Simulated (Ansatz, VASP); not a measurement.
**Two plane-wave programs on ZnO**

```xyz
4
Lattice="3.2951 0.0000 0.0000 -1.6476 2.8537 0.0000 0.0000 0.0000 5.1047" Properties=species:S:1:pos:R:3 pbc="T T T"
Zn    1.6476    0.9512    2.5284
Zn    0.0000    1.9024   -0.0239
O     1.6476    0.9512    4.5177
O     0.0000    1.9024    1.9653
```

Change from the starting cell: biaxial strain in the a-b plane, c and atoms relaxed: +2.0 %.

Alike in both runs: functional PBEsol; k mesh 9 × 9 × 6; occupations gaussian, width 0.02 eV; no spin polarisation.

Ansatz relaxed the structure, and its values are those at the end. VASP's run is a single point on that final structure, the one shown.

|  | VASP | Ansatz |
| --- | --- | --- |
| version | VASP 6.6.1 | Ansatz 0.2.0 |
| potentials or method | VASP PAW PBE potentials, release 64 (Zn, O) | scalar-relativistic, plane waves, PAW |
| plane-wave cutoff (eV) | 520 | 420 |
| valence electrons in the cell | 36 | 36 |

|  | VASP | Ansatz | Ansatz less VASP |
| --- | --- | --- | --- |
| gap on the k mesh at the Fermi level (eV) | 0.71 | 0.72 | +0.016 |
| least direct gap on the mesh (eV) | 0.71 | 0.72 | +0.016 |
| pressure (GPa) | -1.9 | -2.8 | -0.92 |
| rms of the force components (eV/Å) | 0.004 | 0.000 | -0.0042 |

Caveats: the PAW data sets were made with another functional, which shifts forces and pressure a little (VASP).
